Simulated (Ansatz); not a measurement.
Phases of Mg at 5.7 GPa

Structure types of Mg are relaxed in primitive cells with their symmetry kept at 5.7 GPa, on PAW files; LAPW relaxes the small cells further and takes the PAW cell for the others (marked *). The enthalpy is E + pV at zero temperature, without zero-point motion. Only the types listed were tried, and differences under about 5 meV/atom are mesh noise.

Computed with Ansatz 0.2.0; functional PBE, scalar-relativistic. Settings: Fermi–Dirac smearing of 0.08 eV, no spin polarisation. Methods: LAPW: all electrons, basis error target 0.5 meV/atom; PAW: frozen-core files, cutoff 420 eV.

k meshes: fcc 15×15×15, bcc 16×16×16, hcp 14×14×8, dhcp 12×12×4, diamond 11×11×11, beta tin 15×15×15.

**Question.** Which type is lowest in enthalpy, and by how much?

**Answer.** hcp, 11 meV/atom below dhcp. The whole table:

```csv
start type,ends as,"a, b, c (Å)",V (Å³/atom),"H − H(lowest), LAPW (meV/atom)","same, PAW"
fcc,"fcc, Fm-3m","4.336, 4.336, 4.336",20.38,20.3,20.3
bcc,"bcc, Im-3m","3.432, 3.432, 3.432",20.21,29.9,29.8
hcp,"hcp, P6_3/mmc","3.066, 3.066, 4.981",20.27,0.0,0.0
dhcp*,"dhcp, P6_3/mmc","3.078, 3.078, 9.905",20.32,11.3,11.3
diamond,"diamond, Fd-3m","6.223, 6.223, 6.223",30.13,1224.2,1224.1
beta tin,"beta tin, I4_1/amd","5.495, 5.495, 2.901",21.90,345.0,344.9
```

**Question.** Split the lead of hcp over dhcp into energy and pV.

**Answer.** For dhcp less hcp: ΔE = +9.5 meV/atom, and p·ΔV = 5.7 GPa × +0.0490 Å³ × 6.242 meV/(GPa·Å³) = +1.7 meV/atom, together 11.2 meV/atom. hcp wins on both counts.
